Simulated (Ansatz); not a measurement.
An input for Ansatz 0.2.0 (Co):

input.yaml

```yaml
crystal:
  lattice:
    - [0.0, 1.7566572351, 1.7566572351]
    - [1.7566572351, 0.0, 1.7566572351]
    - [1.7566572351, 1.7566572351, 0.0]
  atoms:
    - { symbol: Co, spin: -1.85, position_ang: [0.0, 0.0, 0.0] }
hamiltonian:
  xc: pbe
  pseudopotentials: { kind: paw, core: small }
  dispersion: d2
  hubbard:
    sites: [{ species: Co, l: d, u_eff: linear-response }]
    lr: { qmesh: [2, 2, 2] }
magnetization:
  spin_polarized: true
kpoints:
  mp_grid: { grid: [8, 8, 8] }
scf:
  occupations: { method: fermi_dirac, width: 0.1 }
  mixing_beta: 0.3
  max_iter: 100
output:
  forces: true
  stress: true
```

Potentials or basis: Ansatz PAW small core.

Launch:

```sh
$ ansatz run input.yaml --threads 1 --pin off --max-ram 2560MiB --backend cpu --events-out ev --progress --plain --runs-dir out
```

Task: How does this run end?

Result: The run stopped without a result. It printed:

Output:

```text
Error: YAML parse error: error: line 11 column 15: hamiltonian.dispersion: `d2` is not `none`, `rvv10`, `d3bj`, `d3bjatm`, `d4` or a map `{method: …, s8: …, a1: …, a2_bohr: …}` (numbers without units, a2 in bohr) or `{method: …, functional: …}`
  --> <input>:11:15
   |
 9 |   xc: pbe
10 |   pseudopotentials: { kind: paw, core: small }
11 |   dispersion: d2
   |               ^ hamiltonian.dispersion: `d2` is not `none`, `rvv10`, `d3bj`, `d3bjatm`, `d4` or a map `{method: …, s8: …, a1: …, a2_bohr: …}` (numbers without units, a2 in bohr) or `{method: …, functional: …}`
12 |   hubbard:
13 |     sites: [{ species: Co, l: d, u_eff: linear-response }]
   |
```
